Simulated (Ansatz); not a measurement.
## Li under changes of volume

One of the cells (21.344 Å³/atom); the others are scaled copies at fixed shape and fractional positions:

```xyz
2
Lattice="3.1110 0.0000 0.0000 -1.5555 2.6942 0.0000 0.0000 0.0000 5.0930" Properties=species:S:1:pos:R:3 pbc="T T T"
Li    1.5555    0.8981    3.8197
Li    0.0000    1.7961    1.2732
```

This isn't the form of Li at room conditions, which is bcc.

| Quantity | Value |
| --- | --- |
| Program | Ansatz 0.2.0 |
| Functional | PBE |
| Potentials or basis | Ansatz PAW |
| Cutoff | 420 eV (not typed: the program's choice for these potentials) |
| k mesh | 10 × 10 × 5 |
| Occupations | fermi-dirac, width 0.05 eV |
| Spin | no spin polarisation |

| volume (Å³/atom) | energy over the lowest point (meV/atom) | pressure (GPa) |
| --- | --- | --- |
| 20.063 | 0.00 | 0.1 |
| 20.490 | 0.16 | -0.2 |
| 20.917 | 1.05 | -0.5 |
| 21.344 | 2.61 | -0.7 |
| 21.771 | 4.78 | -0.9 |
| 22.198 | ? | ? |
| 22.625 | 10.74 | -1.3 |

What does the run at 22.198 Å³/atom give?

Energy over the lowest point 7.50 meV/atom; pressure -1.1 GPa.

Worked out: A Birch-Murnaghan fit of order 3 (a polynomial in V^(-2/3)) to the other rows has its minimum at 20.19 Å³/atom with B0 = V·E''(V) = 13.9 GPa and B' = 3.3 at fixed shape and positions, which overstates the stiffness. It gives 7.51 meV/atom at 22.198 Å³/atom, against the run's 7.50, and -dE/dV = -1.1 GPa, against -1.1.

Energies are extrapolated to zero smearing.
